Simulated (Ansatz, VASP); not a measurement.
## One calculation of ZnS, two programs

```
CELL_PARAMETERS angstrom
2.96826 0.00000 0.00000
0.00000 2.96826 0.00000
0.00000 0.00000 2.96826
ATOMIC_POSITIONS crystal
Zn 0.00000 0.00000 0.00000
S 0.50000 0.50000 0.50000
```

Change from the starting cell: volume scaled by 0.8, PAW files.

Alike in both runs: task single point; functional PBE; k mesh 15 × 15 × 15; occupations fermi-dirac, width 0.1 eV; no spin polarisation.

|  | VASP | Ansatz |
| --- | --- | --- |
| version | VASP 6.6.1 | Ansatz 0.2.0 |
| potentials or method | VASP PAW PBE potentials, release 64 (Zn, S) | PAW with Ansatz's default frozen-core files, scalar-relativistic |
| plane-wave cutoff (eV) | 520 | 420 |
| valence electrons in the cell | 18 | 18 |

VASP gave:

- pressure (GPa): 27.9

Problem. Estimate Ansatz's values.

Solution. Pressure (GPa): 27.7.

Caveats: so large a pressure means that the cell lies far from this level's equilibrium, or that cutoff or potentials fall short (VASP).
